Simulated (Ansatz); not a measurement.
# Sr under changes of volume

One of the cells (56.319 Å³/atom); the others are scaled copies at fixed shape and fractional positions:

```
Sr
1.0
     0.00000    3.04235    3.04235
     3.04235    0.00000    3.04235
     3.04235    3.04235    0.00000
Sr
1
Direct
  0.00000 0.00000 0.00000
```

```yaml
Program: Ansatz 0.2.0
Functional: LDA
Potentials_or_basis: Ansatz PAW
Cutoff: "420 eV (not typed: the program's choice for these potentials)"
k_mesh: 8 × 8 × 8
Occupations: fermi-dirac, width 0.05 eV
Spin: no spin polarisation
```

```csv
volume (Å³/atom),energy over the lowest point (meV/atom),pressure (GPa)
52.940,0.00,-1.0
54.067,?,?
55.193,18.10,-1.4
56.319,29.06,-1.6
57.446,41.13,-1.8
58.572,54.18,-1.9
59.698,68.11,-2.0
```

Q: What does the run at 54.067 Å³/atom give?

A: Energy over the lowest point 8.36 meV/atom; pressure -1.3 GPa.

Worked out: A Birch-Murnaghan fit of order 3 (a polynomial in V^(-2/3)) to the other rows has no minimum within the range. It gives 8.37 meV/atom at 54.067 Å³/atom, against the run's 8.36, and -dE/dV = -1.3 GPa, against -1.3.

Energies are extrapolated to zero smearing.

Caveats: the PAW data sets come from PBE, with cores solved anew for the run's functional, which leaves a small shift of forces and pressure.
